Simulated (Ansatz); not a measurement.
An input for Ansatz 0.2.0 (Co):

File run.py:

```python
import json

import ase.io
import numpy as np

import ansatz as az

atoms = ase.io.read("Co.xyz")
atoms.set_initial_magnetic_moments([2.0, -2.0])

calculation = (
    az.Crystal.from_ase(atoms)
    .calculation()
    .kpoints(9, 9, 5)
    .functional("hse06")
    .pseudopotentials(kind="ultrasoft")
    .spin("collinear")
    .occupations(method="fermi_dirac", width=0.01)
    .forces()
    .stress()
    .band_table(publish=True)
)
outcome = calculation.run(threads=2, events_out="events.jsonl")

report = outcome.report
for line in open("events.jsonl"):
    event = json.loads(line)
    if event["event"] == "scf_iter":
        d = event["data"]
        print(f"SCF {d['iter']:3d}  HF = {d['harris_foulkes_ev']:.6f} eV  dr2 = {d['dr2_ev']:.2e} eV")
    elif event["event"] in ("relax_step", "md_step"):
        d = event["data"]
        print(f"{event['event']} {d['step']:3d}  E = {d['lagrangian_ev']:.6f} eV")
np.set_printoptions(precision=5, suppress=True, linewidth=110)
print("converged:", report["converged"], "after", report["n_iterations"], "iterations")
print(f"free energy {report['free_energy_ev']:.6f} eV, Fermi level {report['fermi_energy_ev']:.4f} eV")
for key in ("band_edges_ev", "magnetization_mub", "site_moments_mub", "site_moments_nc_mub", "forces_ev_ang",
                "stress_gpa", "kpoints_frac", "eigenvalues_ev"):
    if report.get(key) is not None:
        print(key, np.array(report[key]), sep="\n")
```

Co.xyz

```xyz
2
Lattice="2.4719999032 0.0000000000 0.0000000000 -1.2359999516 2.1408147143 0.0000000000 0.0000000000 0.0000000000 4.0211440800" Properties=species:S:1:pos:R:3 pbc="T T T"
Co     1.2359999517      0.7136049047      3.0158580600
Co    -0.0000000001      1.4272098096      1.0052860200
```

Potentials or basis: Ansatz PAW.

Launch:

```sh
$ python run.py
```

Q: What does the program do with it?

A: The run stopped without a result. It printed:

Output:

```text
Traceback (most recent call last):
  File "run.py", line 16, in <module>
  [frames inside libraries left out]
ansatz.errors.InputError: .pseudopotentials('ultrasoft'): not one of nc, nc_fr, paw, paw_fr, all_electron  [hamiltonian.pseudopotentials.kind]
```
